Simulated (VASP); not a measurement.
# In (I4/mmm) in VASP: density of states with PBEsol

Aim: the density of states of In with PBEsol.

Program: VASP 6.6.1. These are calculated values, not measurements. Logs are shortened: lines on timing, memory, paths and dates and some standing lists are left out, and cuts for length are marked.

## 1. The undisturbed crystal

It takes space group I4/mmm (No. 139, tetragonal). The conventional cell has a = 3.251 Å, b = 3.251 Å, c = 4.947 Å, α = 90.00°, β = 90.00°, γ = 90.00°. Around In (site symmetry 4/mmm) lie 12 In at 3.25 to 3.38 Å.

## 2. Density of states, PBEsol (cell strained at random at fixed volume)

run.py

```python
from ase import Atoms
from ase.calculators.vasp import Vasp
from ase.dft.dos import DOS

atoms = Atoms(
    ['In'],
    cell=[[-1.619091, 1.647456, 2.45658], [1.592545, -1.668791, 2.453156], [1.619033, 1.668732, -2.4706]],
    scaled_positions=[[0.0, 0.0, 0.0]],
    pbc=True,
)
calc = Vasp(
    directory='calc',
    xc='pbesol',
    pp='PBE',
    setups='gw',
    prec='Accurate',
    encut=550,
    ediff=1e-06,
    ismear=-5,
    sigma=0.05,
    lreal='Auto',
    lasph=True,
    nelm=60,
    algo='Normal',
    isif=2,
    lwave=False,
    lcharg=False,
    lorbit=11,
    kpts=[11, 11, 11],
    gamma=True,
    nbands=18,
)
atoms.calc = calc

print('energy (eV):', atoms.get_potential_energy())
print('free energy (eV):', atoms.get_potential_energy(force_consistent=True))
print('forces (eV/A):')
print(atoms.get_forces())
print('stress (eV/A^3, Voigt):', atoms.get_stress())
print('Fermi level (eV):', calc.get_fermi_level())
dos = DOS(calc, width=0.05, window=(-10, 10), npts=201)
print('E - E_F (eV), DOS (1/eV)')
for e, g in zip(dos.get_energies(), dos.get_dos()):
    print(f'{e:8.3f} {g:10.4f}')
```

Potentials or basis: VASP PAW PBE potentials, release 64 (In_d_GW).

Launch:

```bash
$ python run.py
```

Standard output:

```text
energy (eV): -2.98574735
free energy (eV): -2.98574735
forces (eV/A):
[[ 0. -0.  0.]]
stress (eV/A^3, Voigt): [ 3.65469981e-03  6.05713189e-03  7.49125211e-03 -1.48877144e-04
 -3.30087203e-05 -9.86616781e-04]
Fermi level (eV): 5.20890918
E - E_F (eV), DOS (1/eV)
 -10.000     0.0000
  -9.900     0.0000
  -9.800     0.0000
  -9.700     0.0000
  -9.600     0.0086
  -9.500     0.0046
[... 193 lines left out ...]
   9.900     0.8785
  10.000     0.5140
```

Run time: 14 min. Hardware: 1 thread of Intel Xeon Platinum 8559C (Emerald Rapids), shared host; peak memory 0.32 GiB.

Results:

| Property | Result |
| --- | --- |
| Free energy | -2.9857 eV |
| Pressure | -0.9 GPa |
| Band gap on the k mesh | none (metal or under the smearing width) |
| Valence electrons inside the program's atomic spheres | In 11.29 |

States per cell in windows of 1 eV (zero at the Fermi level; states under -8 eV left out):
```csv
from (eV),total,In1_p,In1_s,In1_d,In1_f
-8.0,0.22,0.01,0.08,0.00,0.00
-7.0,0.26,0.02,0.10,0.00,0.00
-6.0,0.31,0.03,0.12,0.01,0.00
-5.0,0.40,0.04,0.17,0.01,0.00
-4.0,0.36,0.03,0.16,0.01,0.00
-3.0,0.34,0.05,0.12,0.01,0.00
-2.0,0.34,0.10,0.05,0.01,0.00
-1.0,0.60,0.18,0.10,0.02,0.00
0.0,0.44,0.13,0.07,0.02,0.00
1.0,0.50,0.16,0.07,0.03,0.00
2.0,0.54,0.19,0.06,0.03,0.00
3.0,0.63,0.24,0.05,0.04,0.01
4.0,0.68,0.28,0.04,0.04,0.01
5.0,0.62,0.27,0.03,0.04,0.01
6.0,0.54,0.25,0.02,0.04,0.01
7.0,0.49,0.22,0.02,0.04,0.01
```

Caveat: the PAW data sets were made with another functional, which shifts forces and pressure a little; tetrahedron occupations give inexact forces and stress in metals.
